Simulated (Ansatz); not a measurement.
# HfO2: the cost of one run

Program: Ansatz 0.2.0. Level of theory: DFT PBE, scalar-relativistic, plane waves, PAW. These are calculated values, not measurements.

## Step 1: The starting structure

The structure is orthorhombic, space group P2_12_12 (No. 18). The conventional cell has a = 5.080 Å, b = 5.165 Å, c = 4.891 Å, α = 90.00°, β = 90.00°, γ = 90.00°. Around Hf (site symmetry 1) lie 7 O at 1.99 to 2.25 Å. O (site symmetry 2) is surrounded by 4 Hf at 2.16 to 2.18 Å. Around O (site symmetry 2) lie 4 Hf at 2.13 to 2.15 Å. O (site symmetry 1) has 3 Hf at 1.99 to 2.25 Å as nearest neighbours.

Coordinates:

```xyz
48
Lattice="-5.0803 5.1649 4.8909 5.0803 -5.1649 4.8909 5.0803 5.1649 -4.8909" Properties=species:S:1:pos:R:3 pbc="T T T"
Hf    1.4093    1.4555   -1.3306
Hf    1.4093    1.4555    3.5602
Hf    1.4093    6.6203   -1.3306
Hf    6.4896    1.4555   -1.3306
Hf   -1.1308    6.2918    1.3307
Hf    3.9495    1.1270    1.3307
Hf    3.9495    6.2918   -3.5602
Hf    3.9495    6.2918    1.3307
Hf   -1.4093    3.7094    3.5602
Hf    3.6710   -1.4555    3.5602
Hf    3.6710    3.7094   -1.3307
Hf    3.6710    3.7094    3.5602
Hf    1.1308   -1.1270    1.3307
Hf    1.1308   -1.1270    6.2215
Hf    1.1308    4.0379    1.3307
Hf    6.2111   -1.1270    1.3307
O    -2.5402    2.5824    6.9665
O     2.5402   -2.5824    6.9665
O     2.5402    2.5824    2.0756
O     2.5402    2.5824    6.9665
O     0.0000    0.0000    2.8153
O     0.0000    0.0000    7.7062
O     0.0000    5.1649    2.8153
O     5.0803    0.0000    2.8153
O    -2.5402    5.1649    2.4990
O     2.5402    0.0000    2.4990
O     2.5402    5.1649   -2.3919
O     2.5402    5.1649    2.4990
O     0.0000    2.5824    2.3919
O     0.0000    2.5824    7.2828
O     0.0000    7.7473    2.3919
O     5.0803    2.5824    2.3919
O     1.5911    3.4277   -0.5113
O     1.5911    3.4277    4.3796
O     1.5911    8.5925   -0.5113
O     6.6714    3.4277   -0.5113
O    -0.9491    4.3196    5.4022
O     4.1312   -0.8452    5.4022
O     4.1312    4.3196    0.5113
O     4.1312    4.3196    5.4022
O    -1.5911    1.7372    4.3796
O     3.4892   -3.4277    4.3796
O     3.4892    1.7372   -0.5113
O     3.4892    1.7372    4.3796
O     0.9491    0.8452    0.5113
O     0.9491    0.8452    5.4022
O     0.9491    6.0101    0.5113
O     6.0294    0.8452    0.5113
```

The runs take a perfect supercell of 48 atoms; the defect goes to fractional position (0.962, 0.462, 0.000).

## Step 2: The perfect supercell

input.yaml

```yaml
crystal:
  lattice:
    - [-5.080319, 5.164867, 4.890884]
    - [5.080319, -5.164867, 4.890884]
    - [5.080319, 5.164867, -4.890884]
  atoms:
    - { symbol: Hf, position: [0.004866, 0.002671, 0.279604] }
    - { symbol: Hf, position: [0.504866, 0.502671, 0.279604] }
    - { symbol: Hf, position: [0.504866, 0.002671, 0.779604] }
    - { symbol: Hf, position: [0.004866, 0.502671, 0.779604] }
    - { symbol: Hf, position: [0.745134, 0.024739, 0.497805] }
    - { symbol: Hf, position: [0.245134, 0.524739, 0.497805] }
    - { symbol: Hf, position: [0.245134, 0.024739, 0.997805] }
    - { symbol: Hf, position: [0.745134, 0.524739, 0.997805] }
    - { symbol: Hf, position: [0.723066, 0.225261, 0.220396] }
    - { symbol: Hf, position: [0.223066, 0.725261, 0.220396] }
    - { symbol: Hf, position: [0.223066, 0.225261, 0.720396] }
    - { symbol: Hf, position: [0.723066, 0.725261, 0.720396] }
    - { symbol: Hf, position: [0.026934, 0.247329, 0.002195] }
    - { symbol: Hf, position: [0.526934, 0.747329, 0.002195] }
    - { symbol: Hf, position: [0.526934, 0.247329, 0.502195] }
    - { symbol: Hf, position: [0.026934, 0.747329, 0.502195] }
    - { symbol: O, position: [0.962188, 0.462188, 0.0] }
    - { symbol: O, position: [0.462188, 0.962188, 0.0] }
    - { symbol: O, position: [0.462188, 0.462188, 0.5] }
    - { symbol: O, position: [0.962188, 0.962188, 0.5] }
    - { symbol: O, position: [0.287812, 0.287812, 0.0] }
    - { symbol: O, position: [0.787812, 0.787812, 0.0] }
    - { symbol: O, position: [0.787812, 0.287812, 0.5] }
    - { symbol: O, position: [0.287812, 0.787812, 0.5] }
    - { symbol: O, position: [0.755473, 0.005473, 0.25] }
    - { symbol: O, position: [0.255473, 0.505473, 0.25] }
    - { symbol: O, position: [0.255473, 0.005473, 0.75] }
    - { symbol: O, position: [0.755473, 0.505473, 0.75] }
    - { symbol: O, position: [0.494527, 0.244527, 0.25] }
    - { symbol: O, position: [0.994527, 0.744527, 0.25] }
    - { symbol: O, position: [0.994527, 0.244527, 0.75] }
    - { symbol: O, position: [0.494527, 0.744527, 0.75] }
    - { symbol: O, position: [0.279557, 0.104325, 0.488417] }
    - { symbol: O, position: [0.779557, 0.604325, 0.488417] }
    - { symbol: O, position: [0.779557, 0.104325, 0.988417] }
    - { symbol: O, position: [0.279557, 0.604325, 0.988417] }
    - { symbol: O, position: [0.970443, 0.45886, 0.324768] }
    - { symbol: O, position: [0.470443, 0.95886, 0.324768] }
    - { symbol: O, position: [0.470443, 0.45886, 0.824768] }
    - { symbol: O, position: [0.970443, 0.95886, 0.824768] }
    - { symbol: O, position: [0.615908, 0.29114, 0.011583] }
    - { symbol: O, position: [0.115908, 0.79114, 0.011583] }
    - { symbol: O, position: [0.115908, 0.29114, 0.511583] }
    - { symbol: O, position: [0.615908, 0.79114, 0.511583] }
    - { symbol: O, position: [0.134092, 0.145675, 0.175232] }
    - { symbol: O, position: [0.634092, 0.645675, 0.175232] }
    - { symbol: O, position: [0.634092, 0.145675, 0.675232] }
    - { symbol: O, position: [0.134092, 0.645675, 0.675232] }
basis:
  ecutwfc: 420
  fft_grid_basis: typed
kpoints:
  mp_grid: { grid: [2, 2, 2] }
hamiltonian:
  xc: pbe
  pseudopotentials: { kind: paw }
scf:
  occupations: { method: gaussian, width: 0.05 }
output:
  forces: true
  stress: false
  eigenvalues: true
  bader: false
  write_density: true
  volumetric_format: npy
```

On the command line:

```
$ ansatz run input.yaml --threads 4 --pin off --max-ram 10240MiB --backend cpu --events-out ev --progress --plain --runs-dir out
```

**Question.** How long does this run take on 4 threads of Arm Neoverse V1, shared host, and how much memory does it need?

About 25 s, with a peak of 3.6 GiB.
